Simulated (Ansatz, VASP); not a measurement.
# C (Diamond) in two plane-wave programs

Wanted: the spread between two codes on one cell, functional and k mesh. The cell is taken from a series of runs on this material, whose earlier steps may have relaxed, scaled, displaced or heated it; both programs get it as it stands.

Method: plane waves, with VASP 6.6.1 beside it; single point at LDA and single point at PBEsol, in Ansatz 0.2.0.

### 1. Set-up

Symmetry: Fd-3m, No. 227, cubic system. The conventional cell has a = 3.585 Å, b = 3.585 Å, c = 3.585 Å, α = 90.00°, β = 90.00°, γ = 90.00°. Nearest to C lie 4 C at 1.55 Å.

As a file:

```xyz
2
Lattice="0.0000 1.7923 1.7923 1.7923 0.0000 1.7923 1.7923 1.7923 0.0000" Properties=species:S:1:pos:R:3 pbc="T T T"
C     1.7923    1.7923    1.7923
C     2.6884    2.6884    2.6884
```

### 2. VASP: single point, LDA, pair 1

With cell and atoms fixed, the geometry can't cause a difference; cores, projectors, grids and the points listed under the comparison can.

Lines of VASP's logs that name or quote its potential files are left out, and so is its time.

File INCAR:

```
SYSTEM = C
PREC = Accurate
ENCUT = 600
EDIFF = 1E-06
NELM = 120
ISMEAR = 0
SIGMA = 0.01
LREAL = .FALSE.
ALGO = Normal
GGA = PW92
NBANDS = 10
LORBIT = 11
LWAVE = .FALSE.
LCHARG = .FALSE.
ISIF = 2
LASPH = .TRUE.
GGA_COMPAT = .FALSE.
EFERMI = MIDGAP
```

File POSCAR:

```
C
1.0
    0.0000000000      1.7922868500      1.7922868500
    1.7922868500      0.0000000000      1.7922868500
    1.7922868500      1.7922868500      0.0000000000
C
2
Direct
    0.5000000000      0.5000000000      0.5000000000
    0.7500000000      0.7500000000      0.7500000000
```

File KPOINTS:

```
Automatic mesh
0
Gamma
8 8 8
0 0 0
```

PAW data sets: C (LDA family, release 64).

Launch:

```console
> mpirun -np 1 vasp_std
```

Numbers of over 12 decimals in the logs are rounded to 6 here.

Output:

```text
[banner, memory and clock lines left out]
running    1 mpi-ranks, on    1 nodes
 distrk:  each k-point on    1 cores,    1 groups
 distr:  one band on    1 cores,    1 groups

 POSCAR found type information on POSCAR C
 POSCAR found :  1 types and       2 ions
|                                                                             |
|               ----> ADVICE to this user running VASP <----                  |
|                                                                             |
|     You enforced a specific xc type in the INCAR file but a different       |
|     [... a line on the potential file left out ...]
|     I HOPE YOU KNOW WHAT YOU ARE DOING!                                     |
|                                                                             |

 LDA part: xc-table for (Slater(with rela. corr.)+PW92), standard interpolation
 POSCAR, INCAR and KPOINTS ok, starting setup
 FFT: planning ... GRIDC
 FFT: planning ... GRID_SOFT
 FFT: planning ... GRID
 WAVECAR not read
 entering main loop
       N       E                     dE             d eps       ncg     rms          rms(c)
DAV:   1    -0.191548463470E+01   -0.19155E+01   -0.52279E+03   620   0.865E+02
DAV:   2    -0.207250638198E+02   -0.18810E+02   -0.18397E+02   796   0.132E+02
DAV:   3    -0.210189646296E+02   -0.29390E+00   -0.29332E+00   668   0.134E+01
DAV:   4    -0.210195342736E+02   -0.56964E-03   -0.56961E-03   646   0.723E-01
DAV:   5    -0.210195351757E+02   -0.90206E-06   -0.90207E-06   672   0.276E-02    0.555E+00
DAV:   6    -0.204494280457E+02    0.57011E+00   -0.32486E-01   600   0.418E+00    0.321E+00
DAV:   7    -0.202495650643E+02    0.19986E+00   -0.38449E-01   624   0.456E+00    0.683E-01
DAV:   8    -0.202493258256E+02    0.23924E-03   -0.86374E-03   614   0.818E-01    0.248E-02
DAV:   9    -0.202493177069E+02    0.81186E-05   -0.30664E-05   636   0.481E-02    0.188E-02
DAV:  10    -0.202493194677E+02   -0.17608E-05   -0.16976E-06   602   0.117E-02    0.423E-03
DAV:  11    -0.202493194329E+02    0.34827E-07   -0.58682E-08   332   0.202E-03
   1 F= -.20249319E+02 E0= -.20249319E+02  d E =0.000000E+00
```

Parts of OUTCAR (step 2):

```text
ion  position               nearest neighbor table
   1  0.500  0.500  0.500-   2 1.55   2 1.55   2 1.55   2 1.55
   2  0.750  0.750  0.750-   1 1.55   1 1.55   1 1.55   1 1.55

  LATTYP: Found a face centered cubic cell.
 ALAT       =     3.5845737000

 Subroutine GETGRP returns: Found 48 space group operations
 (whereof 24 operations were pure point group operations)

The static configuration has the point symmetry T_d .
 The point group associated with its full space group is O_h .

 Found     29 irreducible k-points:

   k-points           NKPTS =     29   k-points in BZ     NKDIM =     29   number of bands    NBANDS=     10

   dimension x,y,z NGX =    20 NGY =   20 NGZ =   20
   dimension x,y,z NGXF=    40 NGYF=   40 NGZF=   40

   ENCUT  =  600.0 eV  44.10 Ry    6.64 a.u.   5.06  5.06  5.06*2*pi/ulx,y,z

   NELECT =       8.0000    total number of electrons

 k-points in reciprocal lattice and weights: Automatic mesh
   0.00000000  0.00000000  0.00000000       0.002
   0.12500000  0.00000000  0.00000000       0.016
   0.25000000  0.00000000  0.00000000       0.016
   0.37500000  0.00000000  0.00000000       0.016
   0.50000000  0.00000000  0.00000000       0.008
   0.12500000  0.12500000  0.00000000       0.012
   0.25000000  0.12500000  0.00000000       0.047
   0.37500000  0.12500000  0.00000000       0.047
   0.50000000  0.12500000  0.00000000       0.047
[...]
-0.37500000  0.50000000  0.12500000       0.023
  -0.25000000  0.50000000  0.25000000       0.012

 average (electrostatic) potential at core
       1 -49.7400       2 -49.7400

 E-fermi :  11.5314

 k-point     1 :       0.0000    0.0000    0.0000
  band No.  band energies     occupation
      1     -11.6187      2.00000
      2       9.4962      2.00000
      3       9.4962      2.00000
      4       9.4962      2.00000
      5      15.0001      0.00000
      6      15.0001      0.00000
      7      15.0001      0.00000
      8      22.7138      0.00000
      9      28.3152      0.00000
    ...

 k-point     2 :       0.1250    0.0000    0.0000
  band No.  band energies     occupation
      1     -11.1912      2.00000
      2       7.1362      2.00000
      3       8.8566      2.00000
      4       8.8566      2.00000
      5      15.8394      0.00000
      6      15.8394      0.00000
      7      16.2642      0.00000
      8      23.0323      0.00000
      9      28.9402      0.00000
    ...

 k-point     3 :       0.2500    0.0000    0.0000
  band No.  band energies     occupation
      1      -9.9222      2.00000
      2       3.0344      2.00000
      3       7.7827      2.00000
      4       7.7827      2.00000
      5      17.1525      0.00000
      6      17.1525      0.00000
      7      17.5532      0.00000
      8      23.8439      0.00000
      9      29.6955      0.00000
    ...

  Total       -1.3815443     -1.3815443     -1.3815443      0.0000000      0.0000000     -0.0000000
  in kB     -192.2307397   -192.2307397   -192.2307397      0.0000000      0.0000000     -0.0000000
  external PRESSURE =    -192.2307397 kB  Pullay stress =       0.0000000 kB

  energy-cutoff  :      600.00
  volume of cell :       11.51
      direct lattice vectors                 reciprocal lattice vectors
     0.000000000  1.792286850  1.792286850    -0.278973201  0.278973201  0.278973201
     1.792286850  0.000000000  1.792286850     0.278973201 -0.278973201  0.278973201
     1.792286850  1.792286850  0.000000000     0.278973201  0.278973201 -0.278973201

 POSITION                                       TOTAL-FORCE (eV/Angst)
 -----------------------------------------------------------------------------------
      1.79229      1.79229      1.79229        -0.000000     -0.000000     -0.000000
      2.68843      2.68843      2.68843         0.000000      0.000000      0.000000
 -----------------------------------------------------------------------------------
    total drift:                                0.000000     -0.000000      0.000000

  FREE ENERGIE OF THE ION-ELECTRON SYSTEM (eV)
  ---------------------------------------------------
  free  energy   TOTEN  =       -20.2493194329 eV

  energy  without entropy=      -20.2493194329  energy(sigma->0) =      -20.24931943

 total charge
# of ion       s       p       d       tot
------------------------------------------
    1        0.814   1.739   0.000   2.553
    2        0.814   1.739   0.000   2.553
--------------------------------------------------
tot          1.628   3.478   0.000   5.107

[... 3 further parts left out ...]
```

The run ends at a pressure of -19.22 GPa.

### 3. Ansatz: single point, LDA, pair 1

Ansatz runs on its default PAW (the set named soft_2) files.

The same cell, functional (in two slightly different forms), mesh and smearing now go to Ansatz, which takes its cutoff from its data sets.

File input.yaml:

```yaml
crystal:
  lattice:
    - [0.0, 1.79228685, 1.79228685]
    - [1.79228685, 0.0, 1.79228685]
    - [1.79228685, 1.79228685, 0.0]
  atoms:
    - { symbol: C, position: [0.5, 0.5, 0.5] }
    - { symbol: C, position: [0.75, 0.75, 0.75] }
kpoints:
  mp_grid: { grid: [8, 8, 8] }
hamiltonian:
  xc: lda
scf:
  occupations: { method: gaussian, width: 0.01 }
  n_extra_bands: 8
output:
  forces: true
  stress: true
  eigenvalues: true
  eigenstates:
    kpoints:
      - [0.0, 0.364022773, 0.364022773]
      - [0.364022773, 0.0, 0.364022773]
      - [0.364022773, 0.364022773, 0.0]
      - [0.0, 0.0, 0.0]
  write_potential: true
  volumetric_format: npy
```

Launch:

```console
> ansatz run input.yaml --threads 4 --pin off --max-ram 9216MiB --backend cpu --events-out ev --progress --plain --runs-dir out
```

Output:

```text
scf.n_extra_bands = 8 over 4 filled bands (N_el = 8.0): the run solves 12 bands
Engine: ansatz 0.2.0, aarch64-unknown-linux-gnu
Pseudopotentials: kind: paw
Pseudopotential: C, paw, valence charge 4, recommended cutoff 420 eV (normal), C.paw.azcp
Functional definition: SPW92
  exchange = slater_x
  correlation = pw_c
Crystal: 2 atoms, lattice volume = 11.515 Å³
Basis set: ecut = 420 eV, 229 PW (Γ)
Bands: 12, of which v1, the nominal top of the filled ones, is band 4 counted from 1 (3 counted from 0)
Symmetry: 48 space group operations
Space group: Fd-3m (ITA 227), of the structure as read, at distance tolerance 2.3e-5 Å
k-points: 29 of 512
Non-local potential: C, projectors of the file, l = 0: 2, l = 1: 2, l = 2: 1
PAW form: soft (Blöchl's): semilocal exchange-correlation on the pseudo side does not see the compensation charge
PAW frozen core: C, regenerated for the run's functional, and the local potential with it (the file was generated under x = pbe(κ = 0.804, μ = 0.219515), c = pbe(β = 0.066725))
PAW one-centre angular grid: C, 110 points (default); XC on 64 Gauss nodes
Initial density: superposition of atomic densities (neutral atoms: chi_scale 0, normalization atom), corrected by the library's trained network
Initial wavefunctions: pseudopotential atomic-orbital guess
Functional: x = slater, c = lda
SCF iter   1: F=—  HF=-485.954194 eV  |F-HF|=—  |Δ(HF+E_count)|=         —  Δρ=7.00e-3  dr2=1.92e-3  ethr=1.77e-3  ⟨swp⟩=5.6  Hψ=1874  notcnv=0
preconditioner: auto → none  [insulator: Δε(μ)=4.066 eV  Ē_g=26.323 eV  σ=0.010 eV  W_gap=1.00  n_scr=0 (ndim 8)  ℏωp=31.0 eV  f_vac=0.000  D(μ)=0.00/eV (n_scr^D=0)  ε∞_Penn≈2.4]
SCF iter   2: F=—  HF=-485.953644 eV  |F-HF|=—  |Δ(HF+E_count)|=   5.50e-4  Δρ=3.27e-3  dr2=4.12e-4  ethr=2.40e-5  ⟨swp⟩=1.5  Hψ=626  notcnv=0  defer=65
SCF iter   3: F=—  HF=-485.953529 eV  |F-HF|=—  |Δ(HF+E_count)|=   1.15e-4  Δρ=1.84e-4  dr2=3.70e-6  ethr=5.15e-6  ⟨swp⟩=2.0  Hψ=402  notcnv=0  defer=83
SCF iter   4: F=—  HF=-485.953526 eV  |F-HF|=—  |Δ(HF+E_count)|=   2.48e-6  Δρ=9.58e-5  dr2=9.45e-7  ethr=4.63e-8  ⟨swp⟩=1.7  Hψ=323  notcnv=0  defer=83
iter 5 did not close the SCF: its close was put off for the readings that it lacked (scf_convergence_deferred on its scf_iter line)
SCF iter   5: F=-485.953526 eV  HF=-485.953526 eV  |F-HF|=2.68e-8  |Δ(HF+E_count)|=   3.19e-7  Δρ=2.18e-5  dr2=4.28e-8  ethr=1.18e-8  ⟨swp⟩=2.2  Hψ=377  notcnv=0  defer=83
SCF iter   6: F=-485.953526 eV  HF=-485.953526 eV  |F-HF|=8.05e-10  |Δ(HF+E_count)|=   1.90e-8  Δρ=4.20e-6  dr2=1.41e-9  ethr=5.35e-10  ⟨swp⟩=7.0  Hψ=1741  notcnv=0
SCF 1 converged in 6 iterations: F = -485.953526 eV  dr2 = 1.41e-9
  greatest PAW one-centre occupation: 0.633 electrons in one spin orbital (limit 2), on the C atom at site 1 (counted from 0), in its partial waves of l = 0
NSCF: frozen V_eff on 4 k-points
SCF converged after 6 iterations
Free energy (F): -485.953526 eV
Harris-Foulkes:  -485.953526 eV  (|F-HF|=8.05e-10)
Internal energy: -485.953526 eV  (E = F + TS)
E sigma→0 (E₀):  -485.953526 eV
Fermi energy:    14.830169 eV
--- Per-component energies (eV) ---
  E_band       = 31.815246
  E_kinetic    = 183.410796
  E_local      = -125.412153  (includes V_loc(G=0)·N_el)
  E_nonlocal   = 55.183473
  E_hartree    = 26.764962
  E_xc         = -96.392678
  E_vxc        = -119.969235  (∫ρ·V_xc dr)
  E_paw        = -183.403401  (= ΣΔE_a)
  E_vpaw       = -14.927260  (= ΣTr[D̂ρ^β])
  E_aug_tail   = 0.000023  (compensation charges beyond the density's cutoff)
  E_ewald      = -346.230212
  E_core_change = 0.125665  (= ΣΔE_core)
  E_smearing   = -0.000000  (= −TS)
  E_closure    = 0.000000  (closes the sum)
  Σ components = -485.953526   (vs F -485.953526, Δ=0.00e0)
--- Forces (eV/Å), atoms counted from 1 ---
  atom   1  C     -0.00000000     0.00000000     0.00000000
  atom   2  C      0.00000000    -0.00000000     0.00000000
  max |Σ_I F_I| component: 3.24e-17 eV/Å
--- Stress (GPa, compression-positive) ---
      -19.154088       0.000000       0.000000
        0.000000     -19.154088       0.000000
        0.000000       0.000000     -19.154088
  P = ⅓ Tr σ = -19.1541 GPa (-191.541 kbar)
--- Band table (eV; the first three rows and the last of 29) ---
  k-point 0: bands = [-8.3337, 12.7962, 12.7962, 12.7962, 18.2929, 18.2929, 18.2929, 25.9549, ... 4 higher]
  k-point 1: bands = [-7.9065, 10.4300, 12.1509, 12.1509, 19.1324, 19.1324, 19.5568, 26.2777, ... 4 higher]
  k-point 2: bands = [-6.6372, 6.3252, 11.0751, 11.0751, 20.4469, 20.4469, 20.8384, 27.1035, ... 4 higher]
  k-point 28: bands = [1.0890, 1.0890, 4.5581, 4.5581, 23.1712, 23.1712, 24.9146, 24.9146, ... 4 higher]
```

Reading the cycles: dr2 is the Hartree energy of the density residual (eV), the measure of convergence; HF is the Harris–Foulkes estimate of the energy, which meets the free energy F at convergence.

The run ends at a pressure of -19.15 GPa.

### 4. Side by side

Known differences besides the potentials themselves: the cutoff is 420 eV in Ansatz and 600 eV in VASP; VASP's log shows a relativistic correction to its local exchange, Ansatz's none. Total energies have different zeros and are not compared.

Compared:

```
              quantity  Ansatz    VASP  difference
        pressure (GPa)  -19.15  -19.22       +0.07
gap on the k mesh (eV)   4.068   4.070      -0.002
```

A gap on the mesh is an upper bound, since the band edges may lie between its points.

### 5. VASP: single point, LDA, pair 2

A single point gives forces, pressure and levels at one fixed geometry, so differences don't come from the geometry; what else differs is listed under the comparison. The cell compared in this pair holds 11.17 Å³, against 11.51 Å³ for the pair before.

INCAR is that of step 2.

File POSCAR:

```
C
1.0
    0.0000000000      1.7744531500      1.7744531500
    1.7744531500      0.0000000000      1.7744531500
    1.7744531500      1.7744531500      0.0000000000
C
2
Direct
    0.5000000000      0.5000000000      0.5000000000
    0.7500000000      0.7500000000      0.7500000000
```

KPOINTS is that of step 2.

Launch:

```console
> mpirun -np 1 vasp_std
```

Output:

```text
[banner, memory and clock lines left out]
running    1 mpi-ranks, on    1 nodes
[...]
[... a notice as in an earlier step ...]

 LDA part: xc-table for (Slater(with rela. corr.)+PW92), standard interpolation
 POSCAR, INCAR and KPOINTS ok, starting setup
[...]
entering main loop
       N       E                     dE             d eps       ncg     rms          rms(c)
DAV:   1     0.212078536672E+01    0.21208E+01   -0.52364E+03   588   0.866E+02
DAV:   2    -0.206550309805E+02   -0.22776E+02   -0.22049E+02   824   0.142E+02
DAV:   3    -0.211103415225E+02   -0.45531E+00   -0.45407E+00   690   0.162E+01
DAV:   4    -0.211113070490E+02   -0.96553E-03   -0.96549E-03   612   0.892E-01
[...]
DAV:   9    -0.202753302062E+02    0.11412E-04   -0.32769E-05   644   0.491E-02    0.193E-02
DAV:  10    -0.202753316686E+02   -0.14624E-05   -0.18125E-06   600   0.122E-02    0.446E-03
DAV:  11    -0.202753315987E+02    0.69922E-07   -0.60562E-08   326   0.205E-03
   1 F= -.20275332E+02 E0= -.20275332E+02  d E =0.000000E+00
```

From OUTCAR (step 5):

```text
  Total       -0.4593953     -0.4593953     -0.4593953     -0.0000000      0.0000000     -0.0000000
  in kB      -65.8678485    -65.8678485    -65.8678485     -0.0000000      0.0000000     -0.0000000
  external PRESSURE =     -65.8678485 kB  Pullay stress =       0.0000000 kB

 POSITION                                       TOTAL-FORCE (eV/Angst)
 -----------------------------------------------------------------------------------
      1.77445      1.77445      1.77445        -0.000000     -0.000000     -0.000000
      2.66168      2.66168      2.66168         0.000000      0.000000      0.000000
 -----------------------------------------------------------------------------------
    total drift:                                0.000000     -0.000000      0.000000

  FREE ENERGIE OF THE ION-ELECTRON SYSTEM (eV)
  ---------------------------------------------------
  free  energy   TOTEN  =       -20.2753315987 eV

  energy  without entropy=      -20.2753315987  energy(sigma->0) =      -20.27533160

[... 1 part as in an earlier step ...]

[... 2 further parts left out ...]
[key lines of the parts left out:]
E-fermi :  12.0061
```

The run ends at a pressure of -6.59 GPa.

### 6. Ansatz: single point, LDA, pair 2

The same cell, functional (in two slightly different forms), mesh and smearing now go to Ansatz, which takes its cutoff from its data sets.

The cell is taken from a series of runs on this material, whose earlier steps may have relaxed, scaled, displaced or heated it; both programs get it as it stands.

input.yaml: that of step 3 with these lines changed.

```diff
@@ -2,5 +2,5 @@
   lattice:
-    - [0.0, 1.79228685, 1.79228685]
-    - [1.79228685, 0.0, 1.79228685]
-    - [1.79228685, 1.79228685, 0.0]
+    - [0.0, 1.77445315, 1.77445315]
+    - [1.77445315, 0.0, 1.77445315]
+    - [1.77445315, 1.77445315, 0.0]
   atoms:
```

Launch:

```console
> ansatz run input.yaml --threads 4 --pin off --max-ram 9216MiB --backend cpu --events-out ev --progress --plain --runs-dir out
```

Output:

```text
[...]
Crystal: 2 atoms, lattice volume = 11.174 Å³
Basis set: ecut = 420 eV, 229 PW (Γ)
Bands: 12, of which v1, the nominal top of the filled ones, is band 4 counted from 1 (3 counted from 0)
Symmetry: 48 space group operations
[...]
k-points: 29 of 512
[...]
--- Band table (eV; the first three rows and the last of 29) ---
  k-point 0: bands = [-8.1950, 13.3334, 13.3334, 13.3334, 18.9154, 18.9154, 18.9154, 27.1746, ... 4 higher]
  k-point 1: bands = [-7.7589, 10.9133, 12.6709, 12.6709, 19.7838, 19.7838, 20.2491, 27.4456, ... 4 higher]
  k-point 2: bands = [-6.4629, 6.7229, 11.5637, 11.5637, 21.1286, 21.1286, 21.6545, 28.1261, ... 4 higher]
  k-point 28: bands = [1.4664, 1.4664, 4.8400, 4.8400, 23.8496, 23.8496, 25.8438, 25.8438, ... 4 higher]
[key lines of the parts left out:]
SCF converged after 6 iterations
Free energy (F): -485.980966 eV
Fermi energy:    15.404027 eV
P = ⅓ Tr σ = -6.6026 GPa (-66.026 kbar)
```

The run ends at a pressure of -6.60 GPa.

(Part 1 of 2 ends here.)

[Lines on the potential files, build, host, timing and source positions are cut from VASP's logs without a mark.]

[Logs are printed without paths, hosts, clocks, repeated set-up lines and the standing remarks that a program may print on its own settings, such as how far it seeks lower states.]

[Hosts, paths, dates, database ids (printed as entryN), source tags and the programs' standing remarks are cut or masked in the printed files.]
